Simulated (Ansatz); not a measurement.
Crystal: CrCuO2.

```
Cu Cr O
1.0
     1.48670    0.85835    5.70000
    -1.48670    0.85835    5.70000
     0.00000   -1.71669    5.70000
Cu Cr O
1 1 2
Direct
  0.00000 0.00000 0.00000
  0.50000 0.50000 0.50000
  0.89208 0.89208 0.89208
  0.10792 0.10792 0.10792
```

```yaml
Program: Ansatz 0.2.0
Task: relaxation of cell and atoms
Functional: RPBE
Dispersion: D3(BJ)
Potentials_or_basis: Ansatz PAW
Cutoff: "420 eV (not typed: the program's choice for these potentials)"
k_mesh: 10 × 10 × 10
Occupations: fermi-dirac, width 0.05 eV
Spin: collinear spin, ferromagnetic start
Starting_moments: "[0.6, 3.0, 0.0, 0.0] μB"
```

At the start: volume 10.91 Å³/atom.

Question: How do energy, volume and symmetry change on relaxing?

Answer: It ends after 8 steps and the volume is 10.26 Å³/atom (-6.0 %); space group R-3m (No. 166, to 0.05 Å); moment 3.00 μB per cell.

The path:
```csv
step,energy change (eV),largest force (eV/Å),volume (Å³)
1,0.0000,0.0389,43.64
2,-0.0762,0.0663,42.02
3,-0.0910,0.0468,41.04
4,-0.0909,0.0109,41.12
5,-0.0910,0.0002,41.11
6,-0.0843,0.0009,41.11
7,-0.0846,0.0003,41.04
8,-0.0844,0.0002,41.04
```

Final structure:
```xyz
4
Lattice="1.4431 0.8332 5.6896 -1.4431 0.8332 5.6896 0.0000 -1.6663 5.6896" Properties=species:S:1:pos:R:3 pbc="T T T"
Cu    0.0000    0.0000    0.0000
Cr    0.0000    0.0000    8.5344
O     0.0000    0.0000   15.2447
O     0.0000    0.0000    1.8241
```

Caveat: the plane-wave basis is chosen anew once the cell has moved, so the energies of steps on either side of that aren't comparable; the pressure holds a Pulay correction of +0.6 GPa for the finite cutoff; only a ferromagnetic start was run, and an antiferromagnetic order may lie lower in energy; the PAW data sets come from PBE, with cores solved anew for the run's functional, which leaves a small shift of forces and pressure.
